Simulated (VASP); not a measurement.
# VASP inputs for LiH (distorted CsCl)

INCAR

```
PREC = Accurate
IBRION = -1
SIGMA = 0.02
LCHARG = .FALSE.
NELM = 120
ISMEAR = -1
ENCUT = 520
EDIFF = 1E-7
LWAVE = .FALSE.
NSW = 0
GGA = PE
LREAL = .FALSE.
LASPH = .TRUE.
ISIF = 2
NBANDS = 9
```

KPOINTS

```
KPOINTS created by Atomic Simulation Environment
0
Gamma
8 8 8
0 0 0
```

POSCAR

```
Li H
 1.0000000000000000
     2.5091000000000001    0.0855000000000000   -0.0250000000000000
     0.0855000000000000    2.4590999999999998    0.0516000000000000
    -0.0250000000000000    0.0516000000000000    2.5121000000000002
 Li  H
   1   1
Cartesian
 -0.0094626700000000  0.0687763500000000  2.4743886500000003
  1.2629678700000002  1.3044789900000000  1.2697196400000001
```

VASP ran with the recommended PBE PAW datasets (4 valence electrons in the cell).

**Question.** Predict the results.

**Answer.** gap between bands v and c on the k mesh 0.78 eV; least direct gap on the k mesh 3.63 eV; pressure 0.7 GPa.
